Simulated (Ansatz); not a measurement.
# CdSe: the cost of one run

Program: Ansatz 0.2.0. Level of theory: DFT LDA, scalar-relativistic. These are calculated values, not measurements.

## 1. The structure to begin with

Symmetry: F-43m, No. 216, cubic system. The conventional cell has a = 6.141 Å, b = 6.141 Å, c = 6.141 Å, α = 90.00°, β = 90.00°, γ = 90.00°. Around Cd (site symmetry -43m) lie 4 Se at 2.66 Å. Around Se (site symmetry -43m) lie 4 Cd at 2.66 Å.

As a file:

```
Cd Se
1.0
     0.00000    3.07027    3.07027
     3.07027    0.00000    3.07027
     3.07027    3.07027    0.00000
Cd Se
1 1
Direct
  0.00000 0.00000 0.00000
  0.25000 0.25000 0.25000
```

Atoms are numbered in the order of the input: Cd1, Se2.

## 2. Volume × 0.94, LAPW

File input.yaml:

```yaml
crystal:
  lattice:
    - [0.0, 3.0075950161, 3.0075950161]
    - [3.0075950161, 0.0, 3.0075950161]
    - [3.0075950161, 3.0075950161, 0.0]
  atoms:
    - { symbol: Cd, position: [0.0, 0.0, 0.0] }
    - { symbol: Se, position: [0.25, 0.25, 0.25] }
kpoints:
  mp_grid: { grid: [8, 8, 8] }
  band_path:
    path:
      - [0.0, 0.0, 0.0]
      - [-0.5, -0.5, 0.0]
      - [-0.375, -0.375, 0.25]
      - [-0.375, 0.0, 0.375]
      - [0.0, 0.0, 0.0]
      - [0.0, 0.0, 0.5]
      - [-0.5, -0.25, 0.25]
      - [-0.5, -0.5, 0.0]
    npoints: 5
scf:
  occupations: { method: fermi_dirac, width: 0.03 }
hamiltonian:
  xc: lda
  pseudopotentials: { kind: all_electron, lapw: { basis_error: 0.001 } }
output:
  forces: true
  stress: true
  eigenvalues: true
```

Launch:

```bash
$ ansatz run input.yaml --threads 1 --pin off --max-ram 3072MiB --backend cpu --events-out ev --progress --plain --runs-dir out
```

Q: Estimate wall time and peak memory on 1 thread of Arm Neoverse V1, shared host.

About 23 s, with a peak of 0.29 GiB.
